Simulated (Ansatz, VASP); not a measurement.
# InAs: VASP beside Ansatz, part 2 of 2

Wanted: the spread between two codes on one cell, functional and k mesh. The cell is taken from a series of VASP runs on this material, whose earlier steps may have relaxed, scaled or displaced it; both programs get it as it stands.

VASP 6.6.1 and Ansatz 0.2.0.

So far: The structure; VASP: zone-centre phonons, PBEsol.

## (3) Ansatz: zone-centre phonons, PBEsol

Level of this step: Ansatz beside VASP: Kohn-Sham DFT, plane waves, PBEsol (Ansatz).

Ansatz runs on its default PAW (the set named soft_2) files.

The same cell, functional, mesh and smearing now go to Ansatz, which takes its cutoff from its data sets.

Contents of input.yaml:

```yaml
crystal:
  lattice:
    - [0.0, 3.0456598366, 3.0456598366]
    - [3.0456598366, 0.0, 3.0456598366]
    - [3.0456598366, 3.0456598366, 0.0]
  atoms:
    - { symbol: In, position: [0.0, 0.0, 0.0] }
    - { symbol: As, position: [0.75, 0.75, 0.75] }
hamiltonian:
  xc: pbesol
  pseudopotentials: { kind: paw }
kpoints:
  mp_grid: { grid: [12, 12, 12] }
scf:
  occupations: { method: methfessel_paxton, width: 0.15 }
phonons:
  method: dfpt
  qpoints: [[0, 0, 0]]
```

Command:

```
$ ansatz run input.yaml --threads 4 --pin off --max-ram 9216MiB --backend cpu --events-out ev --progress --plain --runs-dir out
```

Numbers of over 12 decimals in the logs are rounded to 6 here.

The log of the run:

```text
zone centre: on kpoints.mp_grid the ground state, and the responses unless they are solved on pairs of k-points, stand on 163 of the mesh's 1728 k-points, reduced under 8 symmetry operations, with k and −k counted as one. Each operation leaves every solved displacement unchanged or reverses it
Engine: ansatz 0.2.0, aarch64-unknown-linux-gnu
Pseudopotentials: kind: paw
Pseudopotential: In, paw, valence charge 13, recommended cutoff 420 eV (normal), In.paw.azcp
Pseudopotential: As, paw, valence charge 15, recommended cutoff 420 eV (normal), As.paw.azcp
Functional definition: PBEsol
  exchange = pbesol_x
  correlation = pbesol_c
Crystal: 2 atoms, lattice volume = 56.503 Å³
Basis set: ecut = 420 eV, 1067 PW (Γ), exchange–correlation on 60×60×60 points (8 copies of the dense FFT grid, shifted against one another)
Bands: 18, of which v1, the nominal top of the filled ones, is band 14 counted from 1 (13 counted from 0)
Symmetry: 24 space group operations
k-points: 163 of 1728 (irreducible under 8 space group operations, time reversal used)
Non-local potential: In, projectors of the file, l = 0: 2, l = 1: 2, l = 2: 2, l = 3: 2
Non-local potential: As, projectors of the file, l = 0: 2, l = 1: 2, l = 2: 3, l = 3: 1
PAW form: soft (Blöchl's): semilocal exchange-correlation on the pseudo side does not see the compensation charge
PAW frozen core: In, regenerated for the run's functional, and the local potential with it (the file was generated under x = pbe(κ = 0.804, μ = 0.219515), c = pbe(β = 0.066725))
PAW frozen core: As, regenerated for the run's functional, and the local potential with it (the file was generated under x = pbe(κ = 0.804, μ = 0.219515), c = pbe(β = 0.066725))
PAW one-centre angular grid: In, 590 points (default); XC on 64 Gauss nodes
PAW one-centre angular grid: As, 590 points (default); XC on 64 Gauss nodes
Initial density: superposition of atomic densities (neutral atoms: chi_scale 0, normalization atom), corrected by the library's trained network
Initial wavefunctions: pseudopotential atomic-orbital guess
Functional: x = pbesol(κ = 0.804, μ = 0.123457), c = pbesol(β = 0.046)
SCF iter   1: F=—  HF=-10338.835990 eV  |F-HF|=—  |Δ(HF+E_count)|=         —  Δρ=4.47e-3  dr2=1.98e-2  ethr=1.77e-3  ⟨swp⟩=5.1  Hψ=13926  notcnv=0
preconditioner: auto → none  [insulator: Δε(μ)=0.686 eV  Ē_g=14.531 eV  σ=0.150 eV  W_gap=0.64  n_scr=14 (ndim 8)  ℏωp=21.0 eV  f_vac=0.112  D(μ)=0.06/eV (n_scr^D=0)  ε∞_Penn≈3.1]
SCF iter   2: F=—  HF=-10338.828491 eV  |F-HF|=—  |Δ(HF+E_count)|=   7.50e-3  S|Δr|=    0.00e0  Δρ=1.48e-3  dr2=1.09e-3  ethr=7.06e-5  ⟨swp⟩=2.0  Hψ=4833  notcnv=0
SCF iter   3: F=—  HF=-10338.828315 eV  |F-HF|=—  |Δ(HF+E_count)|=   1.76e-4  S|Δr|=    0.00e0  Δρ=4.92e-4  dr2=1.52e-4  ethr=3.90e-6  ⟨swp⟩=2.0  Hψ=5217  notcnv=0
SCF iter   4: F=—  HF=-10338.828346 eV  |F-HF|=—  |Δ(HF+E_count)|=   3.11e-5  S|Δr|=    0.00e0  Δρ=2.08e-4  dr2=1.58e-5  ethr=5.43e-7  ⟨swp⟩=2.0  Hψ=3544  notcnv=0
SCF iter   5: F=—  HF=-10338.828360 eV  |F-HF|=—  |Δ(HF+E_count)|=   1.45e-5  S|Δr|=    0.00e0  Δρ=1.76e-5  dr2=1.14e-7  ethr=5.65e-8  ⟨swp⟩=2.0  Hψ=3510  notcnv=0
SCF iter   6: F=—  HF=-10338.828360 eV  |F-HF|=—  |Δ(HF+E_count)|=   1.65e-7  S|Δr|=    0.00e0  Δρ=4.86e-6  dr2=8.91e-9  ethr=4.07e-10  ⟨swp⟩=2.3  Hψ=5075  notcnv=0
SCF iter   7: F=—  HF=-10338.828360 eV  |F-HF|=—  |Δ(HF+E_count)|=   3.49e-9  S|Δr|=    0.00e0  Δρ=1.37e-6  dr2=8.25e-10  ethr=3.18e-11  ⟨swp⟩=2.0  Hψ=5217  notcnv=0
SCF iter   8: F=—  HF=-10338.828360 eV  |F-HF|=—  |Δ(HF+E_count)|=  2.04e-10  S|Δr|=    0.00e0  Δρ=2.11e-7  dr2=1.86e-11  ethr=2.95e-12  ⟨swp⟩=2.0  Hψ=5217  notcnv=0
SCF iter   9: F=-10338.828360 eV  HF=-10338.828360 eV  |F-HF|=1.82e-12  |Δ(HF+E_count)|=  2.55e-11  S|Δr|=    0.00e0  Δρ=3.84e-8  dr2=6.43e-13  ethr=1.00e-12  ⟨swp⟩=5.8  Hψ=11623  notcnv=0
SCF 1 converged in 9 iterations: F = -10338.828360 eV  dr2 = 6.43e-13
  greatest PAW one-centre occupation: 0.999 electrons in one spin orbital (limit 2), on the As atom at site 1 (counted from 0), in its partial waves of l = 2
DFPT response loops at Γ: preconditioner auto → Kerker (q_TF=auto, 2.427 Å⁻¹) (partly filled bands, converged f_vac=0.093); β = 1.00, the filter's whole step (`scf.mixing.beta` (0.50) is not read by the response loops under this deck's `scf.mixing.preconditioner`; to damp them name `kerker` or `kerker_dos`, under which they read `scf.mixing.beta`, and type it under 1.00, their step now; both keys bind the ground state too); Broyden in place of MSR1
SCF converged after 9 iterations
Stability not checked: this state was not tested for a lower state beside it, because cold or Methfessel-Paxton smearing, or corrected tetrahedra, fill the levels in a way that the test cannot read (fill_not_monotonic; see scf.lower_state_search)
Free energy (F): -10338.828360 eV
Harris-Foulkes:  -10338.828360 eV  (|F-HF|=1.82e-12)
Internal energy: -10338.828541 eV  (E = F + TS)
E sigma→0 (E₀):  -10338.828405 eV
Entropy (-TS):   0.000181 eV (0.091 meV/atom)
Fermi energy:    7.444438 eV
Step filling:    the computed levels leave a gap of 0.0000 eV = 0.0 smearing widths at the electron count; against every level under it full and every level over it empty, smearing changes F+E_penalty+E_count by +0.092 meV and its σ→0 estimate by +0.046 meV
--- Per-component energies (eV) ---
  E_band       = -322.677962
  E_kinetic    = 346.627906
  E_local      = -3307.061733  (includes V_loc(G=0)·N_el)
  E_nonlocal   = -299.783700
  E_hartree    = 1594.480900
  E_xc         = -291.799694
  E_vxc        = -178.703778  (∫ρ·V_xc dr)
  E_paw        = -5877.651940  (= ΣΔE_a)
  E_vpaw       = -72.718497  (= ΣTr[D̂ρ^β])
  E_aug_tail   = 0.000033  (compensation charges beyond the density's cutoff)
  E_ewald      = -2504.842646
  E_core_change = 1.202331  (= ΣΔE_core)
  E_smearing   = 0.000181  (= −TS)
  E_closure    = -0.000000  (closes the sum)
  Σ components = -10338.828360   (vs F -10338.828360, Δ=0.00e0)
--- Band table (eV; the first three rows and the last of 163) ---
  k-point 0: bands = [... 10 lower, -4.3342, 7.0201, 7.4184, 7.4184, 7.4184, 11.2768, 11.2768, 11.2768]
  k-point 1: bands = [... 10 lower, -4.2639, 6.0718, 7.3295, 7.3295, 8.1251, 11.2904, 11.4090, 11.4090]
  k-point 2: bands = [... 10 lower, -4.0608, 4.8790, 7.1133, 7.1133, 8.5393, 11.6275, 11.7117, 11.7117]
  k-point 162: bands = [... 10 lower, -2.3523, 1.7779, 4.5277, 4.6116, 11.5079, 11.6252, 12.2887, 13.3945]
--- Phonons (Γ-DFPT): 2 representative perturbations + reference, on 163 of 1728 k-points (Σ response iterations 6) ---
  k mesh reduced under 8 symmetry operations, with k and −k counted as one. Each operation leaves every solved displacement unchanged or reverses it
  ASR residual: 1.386e-4 → 0.000e0 eV/Å²; symmetrization residual: 2.420e-6 eV/Å²
  ASR residual per site (eV/Å²): 1.39e-4 4.32e-5
  Γ frequencies (cm⁻¹): 0.00 0.00 0.00 207.05 207.05 207.05
  non-analytic LO–TO correction: not included (Born effective charges unavailable; polar crystals: no LO–TO splitting at Γ)
--- Phonons (arbitrary-q DFPT): 1 explicit q-point ---
  q = [0, 0, 0] (of the zone-centre solve; hermiticity 6.77e-7, symmetrization 4.27e-13): -0.00 0.00 0.00 207.05 207.05 207.05
  sum rule: each row above includes the acoustic sum rule's correction from the zone centre's row sums; it moved no ω² by more than (0.57 cm⁻¹)²
```

Wall time 15 s (4 threads of Arm Neoverse V2, shared host); peak memory 0.78 GiB.

The column dr2 measures how far the density is from self-consistency, as an energy; F and HF (Harris–Foulkes) agree once it is small.

## (4) Differences

Known differences besides the potentials themselves: the data sets hold 28 valence electrons in Ansatz (default PAW (the set named soft_2) files) and 18 in VASP; the cutoff is 420 eV in Ansatz and 450 eV in VASP; Ansatz makes its cores anew for this functional, VASP keeps those of its PBE data sets; VASP leaves aspherical gradient terms in its spheres out (LASPH is not set), Ansatz keeps them. Total energies have different zeros and are not compared.

Both answers:

```
                  quantity  Ansatz   VASP  difference
optical mode 1 to 3 (cm⁻¹)   207.1  208.0     -0.47 %
```

Modes are paired by rising frequency and degeneracy, not by their patterns, so a pair may still set unlike modes beside each other.

## (5) What came out

```yaml
r_m_s_difference_of_the_optical_zone_centre_modes_each_program_s_sorted_by_frequency_zone_centre_phonons_pbesol: 0.97 cm⁻¹
```

The r.m.s. difference of the optical zone-centre modes, each program's sorted by frequency is 0.97 cm⁻¹ (zone-centre phonons, PBEsol). How closely two codes agree says nothing of how well the functional describes the real material.

[Lines on the potential files, build, host, timing and source positions are cut from VASP's logs without a mark.]

[Logs are printed without paths, hosts, clocks, repeated set-up lines and the standing remarks that a program may print on its own settings, such as how far it seeks lower states.]

[Hosts, paths, dates, database ids (printed as entryN), source tags and the programs' standing remarks are cut or masked in the printed files.]
